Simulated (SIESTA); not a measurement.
Here is a SIESTA 5.4.2 calculation.

Contents of SnO.fdf:

```
SystemName                      SnO
SystemLabel                     SnO
NumberOfSpecies                 2
NumberOfAtoms                   4
%block ChemicalSpeciesLabel
  1  50 Sn
  2   8 O
%endblock ChemicalSpeciesLabel

LatticeConstant                 1.0 Ang
%block LatticeVectors
     3.8136952200     0.0000000000     0.0000000000
     0.0000000000     3.8136952200     0.0000000000
     0.0000000000     0.0000000000     4.8869133000
%endblock LatticeVectors
AtomicCoordinatesFormat         Fractional
%block AtomicCoordinatesAndAtomicSpecies
     0.5091850000    -0.0043280000     0.7697660000  1  Sn
     0.0031930000     0.5007510000     0.2249020000  1  Sn
     0.0068460000     0.0034470000    -0.0019050000  2  O
     0.4935640000     0.4956290000    -0.0016140000  2  O
%endblock AtomicCoordinatesAndAtomicSpecies

%block kgrid.MonkhorstPack
    7   0   0  0.0
    0   7   0  0.0
    0   0   6  0.0
%endblock kgrid.MonkhorstPack
XC.Functional                   GGA
XC.Authors                      PBEsol
PAO.BasisSize                   DZP
PAO.EnergyShift                 0.003 Ry
Mesh.Cutoff                     800 Ry
OccupationFunction              FD
ElectronicTemperature           0.05 eV
MaxSCFIterations                120
SCF.MustConverge                false
SCF.Mixer.Method                Pulay
SCF.Mixer.Weight                0.25
SCF.Mixer.History               8
SCF.DM.Tolerance                5.0e-05
SCF.H.Tolerance                 1.0e-03 eV
WriteForces                     true
Charge.Mulliken                 end
%block PAO.Basis
  Sn 4
  n=5 0 2
    6.406 0.000
  n=5 1 2
    8.599 0.000
  n=4 2 2
    3.767 0.000
  n=5 2 1
    8.599
%endblock PAO.Basis
```

Potentials or basis: PseudoDojo 0.4 standard (PBEsol files), DZP (energy shift 0.003 Ry; two zetas on semicore shells).

Command:

```sh
$ siesta < SnO.fdf > SnO.out 2>&1
```

(1) Estimate the band gap on the k mesh.

(2) Estimate the largest force.

(3) What does it give for the pressure?

Answers

(1) 0.57 eV, indirect (least direct gap 1.77 eV).

(2) 1.492 eV/Å.

(3) 5.3 GPa.

Caveat: spin-orbit coupling is left out, which moves the levels of the heavy elements; an odd mesh through Γ misses points on the zone boundary, where band edges often lie; the basis of atomic orbitals isn't converged, which shifts pressures, moduli and gaps.
